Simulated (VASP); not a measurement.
Runs of VASP 6.6.1 on V. Symmetry: Im-3m, No. 229, cubic system. The conventional cell has a = 3.029 Å, b = 3.029 Å, c = 3.029 Å, α = 90.00°, β = 90.00°, γ = 90.00°. Around V (site symmetry m-3m) lie 8 V at 2.62 Å. 

```csv
task,level,potentials or basis,U,cell,k mesh,cutoff (eV),smearing,LDAUTYPE,hund's J,k mesh for the DOS,occupations for the DOS,ladder,gap on the mesh (eV),pressure (GPa),moment (μB),relaxed volume (Å³/atom)
density of states,rev-vdW-DF2+U,"VASP PAW PBE potentials, release 64 (V_sv)","V d U = 4 eV, J = 0.9 eV",as given,12 × 12 × 12,520,methfessel-paxton 0.2 eV,1,0.9,18 × 18 × 18,tetrahedron,-,-,-,0.92,-
relaxation of cell and atoms,PBEsol,"VASP PAW PBE potentials, release 64 (V_sv)",-,relaxed,10 × 10 × 10,600,fermi-dirac 0.05 eV,-,-,-,-,gaps,none,0.0,0.00,13.03
electric field gradients,PBEsol+U,"VASP PAW PBE potentials, release 64 (V)","V d U = 6 eV, J = 1.0 eV",as given,12 × 12 × 12,500,tetrahedron,2,1,-,-,-,none,29.6,2.05,-
relaxation of cell and atoms,MS2,"VASP PAW PBE potentials, release 64 (V_sv)",-,relaxed,12 × 12 × 12,600,methfessel-paxton 0.1 eV,-,-,-,-,-,none,0.0,0.25,13.23
relaxation of cell and atoms,RPBE+D4,"VASP PAW PBE potentials, release 64 (V_sv)",-,relaxed,12 × 12 × 12,600,fermi-dirac 0.05 eV,-,-,-,-,-,none,-0.1,0.00,13.28
relaxation of cell and atoms,PBEsol+D4,"VASP PAW PBE potentials, release 64 (V_sv)",-,relaxed,12 × 12 × 12,600,fermi-dirac 0.05 eV,-,-,-,-,-,none,0.0,0.00,(b)
atomic charges,r2SCAN+U,"VASP PAW PBE potentials, release 64 (V_sv)","V d U = 4 eV, J = 1.0 eV",as given,12 × 12 × 12,520,fermi-dirac 0.02 eV,1,1,-,-,-,none,22.5,1.33,-
relaxation of cell and atoms,RPBE+D3(BJ),"VASP PAW PBE potentials, release 64 (V_sv)",-,relaxed,12 × 12 × 12,600,fermi-dirac 0.05 eV,-,-,-,-,-,none,0.0,0.00,10.72
band structure,r2SCAN+D3(BJ)+U,"VASP PAW PBE potentials, release 64 (V_sv_GW)",V d U = 4 eV,as given,12 × 12 × 12,600,methfessel-paxton 0.1 eV,-,-,-,-,-,-,(a),1.31,-
relaxation of cell and atoms,revPBE+D4,"VASP PAW PBE potentials, release 64 (V_sv)",-,relaxed,12 × 12 × 12,600,fermi-dirac 0.05 eV,-,-,-,-,-,none,-0.1,0.00,13.25
relaxation of cell and atoms,PBE+D3(BJ),"VASP PAW PBE potentials, release 64 (V_sv)",-,relaxed,10 × 10 × 10,600,fermi-dirac 0.05 eV,-,-,-,-,gaps,none,0.0,0.00,12.94
```

Alike in all rows: spin collinear, ferromagnetic start.

Fill in the values left out.

(a) 12.0; (b) 12.79.

Caveats: the PAW data sets were made with another functional, which shifts forces and pressure a little (some runs); pairwise dispersion overbinds metals, which lowers pressure and volume (some runs); the U is typed as a test and isn't derived for this compound (some runs); a pressure of tens of GPa on the cell as given is suspect, and the run, the potentials or the cell itself is likely at fault (some runs); the volume moved by over 15 % at a fixed basis, so the end points are rough (some runs); the volume moved by -23 % from the deposited cell, more than functionals usually miss (some runs).

A k mesh can miss the band edges.

A gap of «none» marks a metal or a gap under the smearing width.

Not every run made on this cell is shown here.
